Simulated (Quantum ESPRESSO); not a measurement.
# SrO in Quantum ESPRESSO: the effect of exact exchange

SrO:

```
Sr O
1.0
     0.00000    2.56630    2.56630
     2.56630    0.00000    2.56630
     2.56630    2.56630    0.00000
Sr O
1 1
Direct
  0.50000 0.50000 0.50000
  0.00000 0.00000 0.00000
```

Alike in all runs:

| Quantity | Value |
| --- | --- |
| Program | Quantum ESPRESSO 7.5 |
| Task | single point |
| Functional | r2SCAN-X |
| Potentials or basis | SG15 PBE 1.2 |
| Cutoff | 1197 eV |
| Density cutoff | 4789 eV |
| k mesh | 4 × 4 × 4 |
| Occupations | fixed |
| Spin | no spin polarisation |

```tsv
exact exchange	gap on the mesh (eV)
0.05	?
0.1	4.62
0.15	5.03
0.25	5.86
0.35	6.69
0.5	7.96
```

Q: What does the run with exact exchange 0.05 give?

A: gap on the mesh 4.22 eV.

Worked out: A straight line through the other rows of the gap on the mesh, of slope 8.35 eV per unit of exact exchange, extrapolates to 4.20 eV, against the run's 4.22.

Caveats: all runs use coarse meshes.

A k mesh can miss the band edges.

Runs at the PBE level aren't shown here.
